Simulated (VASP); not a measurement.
# AlAs (F-43m) in VASP: band structure with PBE+D3(BJ)

Aim: the band structure of AlAs with PBE+D3(BJ).

All numbers are computed with VASP 6.6.1; they aren't measurements. Logs are shortened: lines on timing, memory, paths and dates and some standing lists are left out, and cuts for length are marked.

## Step 1: The structure

Symmetry: F-43m, No. 216, cubic system. Conventional cell: a = 5.669 Å, b = 5.669 Å, c = 5.669 Å, α = 90.00°, β = 90.00°, γ = 90.00°. Al (site symmetry -43m) has 4 As at 2.45 Å as nearest neighbours. As (site symmetry -43m) is surrounded by 4 Al at 2.45 Å.

The cell was built by a generator and needn't be a form met in nature.

## Step 2: Band structure, PBE+D3(BJ)

Contents of POSCAR:

```
AlAs                                    
1.0
   -0.0000000000      2.8346490445      2.8346490445
    2.8346490445     -0.0000000000      2.8346490445
    2.8346490445      2.8346490445     -0.0000000000
  Al              As            
     1     1
Direct
     0.0000000000000000    0.0000000000000000    0.0000000000000000
     0.2500000000000000    0.2500000000000000    0.2500000000000000
```

Contents of INCAR.step1:

```
PREC = Accurate
ENCUT = 520
EDIFF = 1E-7
ISMEAR = 0
SIGMA = 0.02
LREAL = F
LASPH = T
NELM = 80
ALGO = Normal
ISIF = 2
LWAVE = F
LCHARG = T
GGA = PE
IVDW = 12
NBANDS = 11
```

Contents of KPOINTS.step1:

```
regular mesh
0
Gamma
  10 10 10
```

Contents of INCAR.step2:

```
PREC = Accurate
ENCUT = 520
EDIFF = 1E-7
ISMEAR = 0
SIGMA = 0.05
LREAL = F
LASPH = T
NELM = 80
ALGO = Normal
ISIF = 2
LWAVE = F
LCHARG = F
GGA = PE
IVDW = 12
NBANDS = 11
ICHARG = 11
```

Contents of KPOINTS.step2:

```
path GXWKGLUWLK,UX
15
line-mode
reciprocal
 0.0000000000  0.0000000000  0.0000000000  G
 0.5000000000  0.0000000000  0.5000000000  X

 0.5000000000  0.0000000000  0.5000000000  X
 0.5000000000  0.2500000000  0.7500000000  W

 0.5000000000  0.2500000000  0.7500000000  W
 0.3750000000  0.3750000000  0.7500000000  K

 0.3750000000  0.3750000000  0.7500000000  K
 0.0000000000  0.0000000000  0.0000000000  G

 0.0000000000  0.0000000000  0.0000000000  G
 0.5000000000  0.5000000000  0.5000000000  L

 0.5000000000  0.5000000000  0.5000000000  L
 0.6250000000  0.2500000000  0.6250000000  U

 0.6250000000  0.2500000000  0.6250000000  U
 0.5000000000  0.2500000000  0.7500000000  W

 0.5000000000  0.2500000000  0.7500000000  W
 0.5000000000  0.5000000000  0.5000000000  L

 0.5000000000  0.5000000000  0.5000000000  L
 0.3750000000  0.3750000000  0.7500000000  K

 0.6250000000  0.2500000000  0.6250000000  U
 0.5000000000  0.0000000000  0.5000000000  X
```

Potentials or basis: VASP PAW PBE potentials, release 64 (Al, As).

The run is started by

```console
$ cat potpaw_PBE.64/Al/POTCAR potpaw_PBE.64/As/POTCAR > POTCAR
$ cp INCAR.step1 INCAR
$ cp KPOINTS.step1 KPOINTS
$ mpirun -np 1 vasp_std > vasp.out
$ cp INCAR.step2 INCAR
$ cp KPOINTS.step2 KPOINTS
$ mpirun -np 1 vasp_std > vasp.out
```

OUTCAR:

```text
PREC = Accurate
   ENCUT = 520
   EDIFF = 1E-7
   ISMEAR = 0
   LREAL = F
   LASPH = T
   NELM = 80
   ISIF = 2
   GGA = PE
   IVDW = 12
   ICHARG = 11
 IVDW          = 12

 ion  position               nearest neighbor table
   1  0.000  0.000  0.000-   2 2.45   2 2.45   2 2.45   2 2.45
   2  0.250  0.250  0.250-   1 2.45   1 2.45   1 2.45   1 2.45

  LATTYP: Found a face centered cubic cell.
 ALAT       =     5.6692980890

  Lattice vectors:

 A1 = (   0.0000000000,   2.8346490445,   2.8346490445)
 A2 = (   2.8346490445,   0.0000000000,   2.8346490445)
 A3 = (   2.8346490445,   2.8346490445,   0.0000000000)

Analysis of symmetry for initial positions (statically):
=====================================================================
 Subroutine PRICEL returns:
 Original cell was already a primitive cell.

 Routine SETGRP: Setting up the symmetry group for a
 face centered cubic supercell.

 Subroutine GETGRP returns: Found 24 space group operations
 (whereof 24 operations were pure point group operations)
 out of a pool of 48 trial point group operations.

The static configuration has the point symmetry T_d .

Analysis of symmetry for dynamics (positions and initial velocities):
=====================================================================
 Subroutine PRICEL returns:
 Original cell was already a primitive cell.

 Routine SETGRP: Setting up the symmetry group for a
 face centered cubic supercell.

 Subroutine GETGRP returns: Found 24 space group operations
 (whereof 24 operations were pure point group operations)
 out of a pool of 48 trial point group operations.

The dynamic configuration has the point symmetry T_d .

 Subroutine INISYM returns: Found 24 space group operations
 (whereof 24 operations are pure point group operations),
 and found     1 'primitive' translations

----------------------------------------------------------------------------------------

                                     Primitive cell

  volume of cell :      45.5541

  direct lattice vectors                    reciprocal lattice vectors
     0.000000000  2.834649044  2.834649044    -0.176388679  0.176388679  0.176388679
     2.834649044  0.000000000  2.834649044     0.176388679 -0.176388679  0.176388679
     2.834649044  2.834649044  0.000000000     0.176388679  0.176388679 -0.176388679

  length of vectors
     4.008799123  4.008799123  4.008799123     0.305514154  0.305514154  0.305514154

  position of ions in fractional coordinates (direct lattice)
     0.000000000  0.000000000  0.000000000
     0.250000000  0.250000000  0.250000000

  ion indices of the primitive-cell ions
   primitive index   ion index
                 1           1
                 2           2

----------------------------------------------------------------------------------------

 KPOINTS: path GXWKGLUWLK,UX

Interpolating k-points between supplied coordinates.

 Line segments in fractional coordinates (reciprocal lattice):
    0.000000  0.000000  0.000000  ...  0.500000  0.000000  0.500000
    0.500000  0.000000  0.500000  ...  0.500000  0.250000  0.750000
    0.500000  0.250000  0.750000  ...  0.375000  0.375000  0.750000
    0.375000  0.375000  0.750000  ...  0.000000  0.000000  0.000000
    0.000000  0.000000  0.000000  ...  0.500000  0.500000  0.500000
    0.500000  0.500000  0.500000  ...  0.625000  0.250000  0.625000
    0.625000  0.250000  0.625000  ...  0.500000  0.250000  0.750000
    0.500000  0.250000  0.750000  ...  0.500000  0.500000  0.500000
    0.500000  0.500000  0.500000  ...  0.375000  0.375000  0.750000
    0.625000  0.250000  0.625000  ...  0.500000  0.000000  0.500000

 Generated    15 points on each line segment, for a total of    150 k-points:

 Following reciprocal coordinates:
            Coordinates               Weight
  0.000000  0.000000  0.000000      0.006667
  0.035714  0.000000  0.035714      0.006667
  0.071429  0.000000  0.071429      0.006667
  0.107143  0.000000  0.107143      0.006667
  0.142857  0.000000  0.142857      0.006667
  0.178571  0.000000  0.178571      0.006667
[... 16 lines left out ...]
  0.500000  0.125000  0.625000      0.006667
  0.500000  0.142857  0.642857      0.006667
 [... further k-points ...]
   k-points           NKPTS =    150   k-points in BZ     NKDIM =    150   number of bands    NBANDS=     11
   number of dos      NEDOS =    301   number of ions     NIONS =      2
   total plane-waves  NPLWV =  27000
   dimension x,y,z NGX =    30 NGY =   30 NGZ =   30
   dimension x,y,z NGXF=    60 NGYF=   60 NGZF=   60
   ions per type =               1   1
   NGX,Y,Z   is equivalent  to a cutoff of  12.44, 12.44, 12.44 a.u.
   NGXF,Y,Z  is equivalent  to a cutoff of  24.88, 24.88, 24.88 a.u.
 SYSTEM =  unknown system
   PREC   = accura    normal or accurate (medium, high low for compatibility)
   ISTART =      0    job   : 0-new  1-cont  2-samecut
   ICHARG =     11    charge: 1-file 2-atom 10-const
   ISPIN  =      1    spin polarized calculation?
   LNONCOLLINEAR =      F non collinear calculations
   LSORBIT =      F    spin-orbit coupling
   LASPH  =      T    aspherical Exc in radial PAW
   ENCUT  =  520.0 eV  38.22 Ry    6.18 a.u.   7.45  7.45  7.45*2*pi/ulx,y,z
   NELM   =     80;   NELMIN=  2; NELMDL=  0     # of ELM steps
   EDIFF  = 0.1E-06   stopping-criterion for ELM
   LREAL  =      F    real-space projection
   EDIFFG = 0.1E-05   stopping-criterion for IOM
   NSW    =      0    number of steps for IOM
   IBRION =     -1    ionic relax: 0-MD 1-quasi-New 2-CG
   NFREE  =      0    steps in history (QN), initial steepest desc. (CG)
   ISIF   =      2    stress and relaxation
   ISYM   =      2    0-nonsym 1-usesym 2-fastsym
   POTIM  = 0.5000    time-step for ionic-motion
   TEBEG  =    0.0;   TEEND  =   0.0 temperature during run
   PSTRESS=    0.0 pullay stress
   NELECT =       8.0000    total number of electrons
   NUPDOWN=      -1.0000    fix difference up-down
   EMIN   =  10.00;   EMAX   =-10.00  energy-range for DOS
   EFERMI =   0.00;   METHOD = LEGACY
   ISMEAR =     0;   SIGMA  =   0.05  broadening in eV -4-tet -1-fermi 0-gaus
   EFERMI_NEDOS =   21; number of points for ismear=-14 and -15
   IALGO  =     38    algorithm
   IMIX   =      4    mixing-type and parameters
     AMIX     =   0.40;   BMIX     =  1.00
     AMIX_MAG =   1.60;   BMIX_MAG =  1.00
  volume/ion in A,a.u.               =      22.78       153.71
  Fermi-wavevector in a.u.,A,eV,Ry     =   0.916774  1.732451 11.435346  0.840474
  Thomas-Fermi vector in A             =   2.041667
   LORBIT       =      0    0 simple, 1 ext, 2 COOP (PROOUT), +10 PAW based schemes
   GGA     = PE    functional components
   LHFCALC =     F    Hartree Fock is set to
   AEXX    =    0.0000 exact exchange contribution
   IVDW    =    12    specifies the selected vdW correction
   LEPSILON=     F    determine dielectric tensor
   LRPA    =     F    only Hartree local field effects (RPA)
 non-spin polarized calculation
 Gauss-broadening in eV      SIGMA  =   0.05
  energy-cutoff  :      520.00
  volume of cell :       45.55
 maximum number of plane-waves:      1243

 number of electron       8.0000000 magnetization

 Free energy of the ion-electron system (eV)
  ---------------------------------------------------
  ext. energy  EPLUGINS =         0.00000000
  ---------------------------------------------------
  free energy    TOTEN  =        -9.59272251 eV

  energy without entropy =       -9.59272251  energy(sigma->0) =       -9.59272251

 E-fermi :   4.0864     XC(G=0):  -9.0245

 val. band max:        3.8507570125   @ k =   0.0000   0.0000   0.0000
 cond. band min:       5.2934897087   @ k =   0.5000   0.0000   0.5000
 fundamental gap:      1.4427326963
 Fermi energy:         4.0863750557

 k-point     1 :       0.0000    0.0000    0.0000
  band No.  band energies     occupation
      1      -7.9892      2.00000
      2       3.8508      2.00000
      3       3.8508      2.00000
      4       3.8508      2.00000
      5       5.8759      0.00000
      6       8.1301      0.00000
      7       8.1301      0.00000
      8       8.1301      0.00000
      9      12.6974      0.00000
     10      12.8535      0.00000
     11      12.8535      0.00000

 k-point     2 :       0.0357    0.0000    0.0357
  band No.  band energies     occupation
      1      -7.9725      2.00000
      2       3.6668      2.00000
      3       3.8019      2.00000
      4       3.8019      2.00000
      5       6.0693      0.00000
      6       8.0654      0.00000
      7       8.2045      0.00000
      8       8.2045      0.00000
      9      12.6184      0.00000
     10      12.8027      0.00000
     11      12.8758      0.00000

 k-point     3 :       0.0714    0.0000    0.0714
  band No.  band energies     occupation
      1      -7.9223      2.00000
      2       3.2445      2.00000
      3       3.6660      2.00000
      4       3.6660      2.00000
      5       6.5143      0.00000
      6       7.8877      0.00000
      7       8.4166      0.00000
      8       8.4166      0.00000
      9      12.0932      0.00000
     10      12.9427      0.00000
     11      13.0907      0.00000

 k-point     4 :       0.1071    0.0000    0.1071
  band No.  band energies     occupation
      1      -7.8394      2.00000
      2       2.7356      2.00000
      3       3.4680      2.00000
      4       3.4680      2.00000
      5       7.0371      0.00000
      6       7.6338      0.00000
      7       8.7406      0.00000
      8       8.7406      0.00000
      9      11.5002      0.00000
     10      13.0543      0.00000
     11      13.5287      0.00000

 k-point     5 :       0.1429    0.0000    0.1429
  band No.  band energies     occupation
      1      -7.7251      2.00000
      2       2.2028      2.00000
      3       3.2348      2.00000
      4       3.2348      2.00000
      5       7.3347      0.00000
      6       7.5265      0.00000
      7       9.1482      0.00000
      8       9.1482      0.00000
      9      10.9920      0.00000
     10      13.2104      0.00000
     11      14.0765      0.00000
[... 211 lines left out ...]
 k-point    21 :       0.5000    0.0893    0.5893
  band No.  band energies     occupation
      1      -6.0234      2.00000
      2      -1.4862      2.00000
      3       1.3848      2.00000
      4       1.4680      2.00000
      5       5.8686      0.00000
      6       6.7392      0.00000
      7      12.8075      0.00000
      8      13.4985      0.00000
      9      14.4702      0.00000
     10      16.1457      0.00000
     11      16.3482      0.00000

 k-point    22 :       0.5000    0.1071    0.6071
  band No.  band energies     occupation
      1      -6.0200      2.00000
      2      -1.4541      2.00000
      3       1.2787      2.00000
      4       1.3957      2.00000
      5       6.0964      0.00000
      6       6.9769      0.00000
      7      12.3858      0.00000
      8      13.0976      0.00000
      9      14.4276      0.00000
     10      16.1296      0.00000
     11      16.3570      0.00000

 k-point    23 :       0.5000    0.1250    0.6250
  band No.  band energies     occupation
      1      -6.0165      2.00000
      2      -1.4185      2.00000
      3       1.1696      2.00000
      4       1.3238      2.00000
      5       6.3509      0.00000
      6       7.2433      0.00000
      7      11.9553      0.00000
      8      12.6704      0.00000
      9      14.4130      0.00000
     10      16.1200      0.00000
     11      16.3671      0.00000

 k-point    24 :       0.5000    0.1429    0.6429
  band No.  band energies     occupation
      1      -6.0130      2.00000
      2      -1.3808      2.00000
      3       1.0622      2.00000
      4       1.2557      2.00000
      5       6.6274      0.00000
      6       7.5346      0.00000
      7      11.5238      0.00000
      8      12.2350      0.00000
      9      14.4103      0.00000
     10      16.1146      0.00000
     11      16.3776      0.00000

 [... further k-points ...]

------------------------ aborting loop because EDIFF is reached ----------------------------------------

 Edisp (eV)   -0.63125

 E8    (eV) :    -0.2758

  FORCE on cell =-STRESS in cart. coord.  units (eV):
  Direction    XX          YY          ZZ          XY          YZ          ZX
  --------------------------------------------------------------------------------------
  -------------------------------------------------------------------------------------
  Total      -0.24433    -0.24433    -0.24433    -0.00000     0.00000    -0.00000
  in kB      -8.59314    -8.59314    -8.59314    -0.00000     0.00000    -0.00000
  external pressure =       -8.59 kB  Pullay stress =        0.00 kB

 VOLUME and BASIS-vectors are now :
 -----------------------------------------------------------------------------
  energy-cutoff  :      520.00
  volume of cell :       45.55
      direct lattice vectors                 reciprocal lattice vectors
     0.000000000  2.834649044  2.834649044    -0.176388679  0.176388679  0.176388679
     2.834649044  0.000000000  2.834649044     0.176388679 -0.176388679  0.176388679
     2.834649044  2.834649044  0.000000000     0.176388679  0.176388679 -0.176388679

 POSITION                                       TOTAL-FORCE (eV/Angst)
 -----------------------------------------------------------------------------------
      0.00000      0.00000      0.00000         0.000000      0.000000     -0.000000
      1.41732      1.41732      1.41732        -0.000000     -0.000000      0.000000
 -----------------------------------------------------------------------------------
    total drift:                               -0.000000     -0.000000     -0.000000

  FREE ENERGIE OF THE ION-ELECTRON SYSTEM (eV)
  ---------------------------------------------------
  free  energy   TOTEN  =       -10.2239774007 eV

  energy  without entropy=      -10.2239774007  energy(sigma->0) =      -10.22397740
```

It took 37 s on 1 thread of AMD EPYC 9R14 (Zen 4), shared host; peak memory 0.19 GiB.

What came out:

```
Band gap on the k mesh     : 1.44 eV, indirect (least direct gap 2.03 eV)
Band gap along the path    : 1.44 eV, indirect (least direct gap 2.03 eV)
Dispersion energy per atom : -0.316 eV
```

Levels at the corners of the path, in eV from the valence-band top:
| point | band 2 | band 3 | band 4 | band 5 | band 6 | band 7 |
| --- | --- | --- | --- | --- | --- | --- |
| Γ | 0.00 | 0.00 | 0.00 | 2.03 | 4.28 | 4.28 |
| X | -5.42 | -2.16 | -2.16 | 1.44 | 2.29 | 10.30 |
| X | -5.42 | -2.16 | -2.16 | 1.44 | 2.29 | 10.30 |
| W | -5.08 | -3.16 | -2.81 | 4.33 | 5.62 | 5.69 |
| W | -5.08 | -3.16 | -2.81 | 4.33 | 5.62 | 5.69 |
| K | -5.16 | -3.40 | -1.79 | 2.24 | 4.96 | 8.15 |
| K | -5.16 | -3.40 | -1.79 | 2.24 | 4.96 | 8.15 |
| Γ | 0.00 | 0.00 | 0.00 | 2.03 | 4.28 | 4.28 |
| Γ | 0.00 | 0.00 | 0.00 | 2.03 | 4.28 | 4.28 |
| L | -5.55 | -0.82 | -0.82 | 2.13 | 4.68 | 4.68 |
| L | -5.55 | -0.82 | -0.82 | 2.13 | 4.68 | 4.68 |
| U | -5.16 | -3.40 | -1.79 | 2.24 | 4.96 | 8.15 |
| U | -5.16 | -3.40 | -1.79 | 2.24 | 4.96 | 8.15 |
| W | -5.08 | -3.16 | -2.81 | 4.33 | 5.62 | 5.69 |
| W | -5.08 | -3.16 | -2.81 | 4.33 | 5.62 | 5.69 |
| L | -5.55 | -0.82 | -0.82 | 2.13 | 4.68 | 4.68 |
| L | -5.55 | -0.82 | -0.82 | 2.13 | 4.68 | 4.68 |
| K | -5.16 | -3.40 | -1.79 | 2.24 | 4.96 | 8.15 |
| U | -5.16 | -3.40 | -1.79 | 2.24 | 4.96 | 8.15 |
| X | -5.42 | -2.16 | -2.16 | 1.44 | 2.29 | 10.30 |

Caveat: the log is that of the step along the path at fixed density, whose energy, stress, charges and moments have no meaning. Expect the measured gap to be larger: semilocal functionals such as PBE lack the derivative discontinuity.
